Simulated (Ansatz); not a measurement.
input.yaml (Ansatz 0.2.0):

```yaml
crystal:
  lattice:
    - [0.0, 1.9655130775, 1.9655130775]
    - [1.9655130775, 0.0, 1.9655130775]
    - [1.9655130775, 1.9655130775, 0.0]
  atoms:
    - { symbol: Zn, position: [0.0, 0.0, 0.0] }
basis:
  ecutwfc: 420
  ecutrho_ratio: 4
kpoints:
  mp_grid: { grid: [8, 8, 8] }
hamiltonian:
  xc: pbe
scf:
  occupations: { method: gaussian, width: 0.05 }
output:
  forces: true
  stress: true
  eigenvalues: true
```

At room temperature and ambient pressure Zn is hcp.

Question: Predict the main results.

Answer: Pressure 0.1 GPa, gap on the mesh zero (metallic) (PBE, scalar-relativistic).

What the program printed, in part:

```
Pseudopotentials: kind: paw
Pseudopotential: Zn, paw, valence charge 12, recommended cutoff 420 eV (normal), Zn.paw.azcp
Crystal: 1 atoms, lattice volume = 15.187 Å³
Basis set: ecut = 420 eV, 307 PW (Γ), exchange–correlation on 40×40×40 points (8 copies of the dense FFT grid, shifted against one another)
Bands: 10, of which v1, the nominal top of the filled ones, is band 6 counted from 1 (5 counted from 0)
Symmetry: 48 space group operations
Space group: Fm-3m (ITA 225), of the structure as read, at distance tolerance 2.5e-5 Å
k-points: 29 of 512
Initial density: superposition of atomic densities (neutral atoms: chi_scale 0, normalization atom), corrected by the library's trained network
Initial wavefunctions: pseudopotential atomic-orbital guess
Functional: x = pbe(κ = 0.804, μ = 0.21951), c = pbe(β = 0.06672)
```

SCF trace (energy estimate counted from the last row):
```tsv
iteration	ΔE (eV)	density residual (eV)
1	-3.5e-04	5.90e-4
2	-2.1e-04	4.90e-4
3	7.0e-06	2.68e-5
4	0.000	1.78e-6
5	0.000	3.80e-7
6	0.000	4.10e-8
```

```
SCF 1 converged in 6 iterations: F = -3319.001141 eV  dr2 = 4.10e-8
SCF converged after 6 iterations
Free energy (F): -3319.001141 eV
E sigma→0 (E₀):  -3319.000887 eV
Entropy (-TS):   -0.000508 eV (-0.508 meV/atom)
Fermi energy:    10.723521 eV
--- Forces (eV/Å), atoms counted from 1 ---
  atom   1  Zn     0.00000000     0.00000000     0.00000000
--- Stress (GPa, compression-positive) ---
        0.097258       0.000000       0.000000
        0.000000       0.097258       0.000000
        0.000000       0.000000       0.097258
  P = ⅓ Tr σ = 0.0973 GPa (0.973 kbar)
```

The k-mesh is coarse, so small energy differences aren't converged.
